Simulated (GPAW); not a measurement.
Crystal: LiF (Griceite).

```xyz
2
Lattice="0.0000 2.0140 2.0140 2.0140 0.0000 2.0140 2.0140 2.0140 0.0000" Properties=species:S:1:pos:R:3 pbc="T T T"
F     2.0140    2.0140    2.0140
Li    0.0000    0.0000    0.0000
```

Base run:

| Item | Value |
| --- | --- |
| Program | GPAW 26.7.0 |
| Functional | WC |
| Potentials or basis | PAW data sets generated in the run's folder for this functional |
| Cutoff | 800 eV |
| Basis | pw |
| k mesh | 11 × 11 × 11 |
| Occupations | fermi-dirac, width 0.05 eV |
| Spin | no spin polarisation |

Its results: band gap on the k mesh 8.91 eV, direct; pressure -2.1 GPa.

Q: After a change of settings the same cell gave: band gap on the k mesh 8.82 eV, direct; pressure -8.0 GPa. Which change was it?
A. functional from WC to LDA
B. functional from WC to PBE; band points from 60 to 80
C. functional from WC to PBEint; band points from 60 to 100

A: A.

LDA binds more tightly than WC, so the same cell stands under less pressure.

Not every run made on this cell is shown here.
